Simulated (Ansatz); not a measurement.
A series in volume per atom on BaZrO3

Results calculated with Ansatz 0.2.0, not measured. Density functional stress and forces at fixed atoms, pressure and stress positive in compression, spin-unpolarised plane waves.

Cell of the first row (space group Pm-3m, No. 221):
```
BaZrO3
1.0
      4.0371     0.0000     0.0000
      0.0000     4.0371     0.0000
      0.0000     0.0000     4.0371
Ba Zr O
1 1 3
Direct
  0.00000 0.00000 0.00000
  0.50000 0.50000 0.50000
  0.50000 0.50000 0.00000
  0.50000 0.00000 0.50000
  0.00000 0.50000 0.50000
```

Settings of every row: periodic directions 3; functional HSE06; spin orbit no; potentials PAW; wave cutoff 420 eV; k mesh 4x4x4; smearing width 0 eV.

Limits: stress loosely converged; no spin-orbit coupling, which can matter with elements this heavy.

| row | volume per atom (Å³) | pressure (GPa) |
| --- | --- | --- |
| 1 | 13.16 | 23.9 |
| 2 | 13.575 | 16.2 |
| 3 | 14 | ? |
| 4 | 14.433 | 3.6 |
| 5 | 14.874 | -1.5 |
| 6 | 15.325 | -5.9 |
| 7 | 15.785 | -9.8 |
| 8 | 16.254 | -13.1 |
| 9 | 16.732 | -15.9 |

Question: what pressure should row 3 give?

Worked fit of pressure. Take u = (V_r/V)^(2/3) − 1 with V_r = 15.099 Å³ an atom, which is twice the finite (Eulerian) strain; such expansions in the strain, on which the Birch-Murnaghan equation of state is built, carry the rest volume and the bulk modulus. The shown rows have u = 0.09596, 0.07351, 0.03053, 0.01006, -0.00986, -0.02919, -0.04795, -0.06617. Least squares give pressure = −3.8 + 222.7 × u + 635 × u² + 543 × u³ GPa; a parabola predicts inner rows, each left out in turn, worse (root mean square 0.076 against 0.032 GPa). All shown rows lie on it to the printed digit. The pressure vanishes at u = 0.0163, or V = 14.74 Å³ an atom, and there the bulk modulus with atoms relaxed is B = −V dP/dV = (2/3)(1 + u) dP/du = 165 GPa. The withheld row has u = 0.05167, so the fit gives −3.8 + 222.7 × (0.05167) + 635 × (0.05167)² + 543 × (0.05167)³ = 9.5 GPa.

The calculation gave 9.5 GPa. The fit meets it to the printed digit.
